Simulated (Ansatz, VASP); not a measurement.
**One calculation of C, two programs**

INCAR

```
  ALGO = Normal
  EDIFF = 1E-6
  ENCUT = 520
  GGA = PE
  ISIF = 2
  ISMEAR = -1
  LASPH = T
  LCHARG = T
  LELF = T
  LREAL = F
  LVHAR = T
  LWAVE = F
  NBANDS = 8
  NELM = 100
  PREC = Accurate
  SIGMA = 0.05
```

Contents of KPOINTS:

```
k-points
0
Gamma
  4 4 11
```

The input POSCAR:

```
C
1.0
    4.2551700000      0.0000000000      0.0000000000
    0.0000000000      4.2551700000      0.0000000000
    0.0000000000      0.0000000000      1.2822900000
C
1
Direct
    0.5000000000      0.5000000000      0.5000000000
```

The input input.yaml:

```yaml
crystal:
  lattice:
    - [4.25517, 0.0, 0.0]
    - [0.0, 4.25517, 0.0]
    - [0.0, 0.0, 1.28229]
  atoms:
    - { symbol: C, position: [0.5, 0.5, 0.5] }
hamiltonian:
  xc: pbe
  pseudopotentials: { kind: paw }
kpoints:
  mp_grid: { grid: [4, 4, 11] }
  band_path:
    path:
      - [[0.0, 0.0, 0.0], [0.0, 0.5, 0.0], [0.5, 0.5, 0.0], [0.0, 0.0, 0.0], [0.0, 0.0, 0.5], [0.0, 0.5, 0.5], [0.5, 0.5, 0.5], [0.0, 0.0, 0.5]]
      - [[0.0, 0.5, 0.0], [0.0, 0.5, 0.5]]
      - [[0.5, 0.5, 0.0], [0.5, 0.5, 0.5]]
    npoints: 14
scf:
  occupations: { method: fermi_dirac, width: 0.05 }
  n_extra_bands: 6
output:
  forces: true
  stress: true
  eigenvalues: true
  fatbands: false
```

The cell was built by a generator and needn't be a form met in nature.

Alike in both runs: functional PBE; k mesh 4 × 4 × 11; occupations fermi-dirac, width 0.05 eV; no spin polarisation.

|  | VASP | Ansatz |
| --- | --- | --- |
| version | VASP 6.6.1 | Ansatz 0.2.0 |
| potentials or method | VASP PAW PBE potentials, release 64 (C) | Ansatz PAW |
| plane-wave cutoff (eV) | 520 | 420 |
| valence electrons in the cell | 4 | 4 |
| task | single point | band structure |

Ansatz gave:

* gap on the k mesh at the Fermi level (eV): none
* pressure (GPa): 0.6
* largest component of the traceless stress (GPa): 2.29

Which values does VASP return?

gap on the k mesh at the Fermi level (eV): none; pressure (GPa): 0.5; largest component of the traceless stress (GPa): 2.15.

A gap of «none» marks a metal or a gap that the smearing closes. The functional is the same, so the differences come from potentials, cutoffs and numerics.

Caveats: the k mesh is coarse (spacing up to 0.45 Å⁻¹), so the values aren't converged.
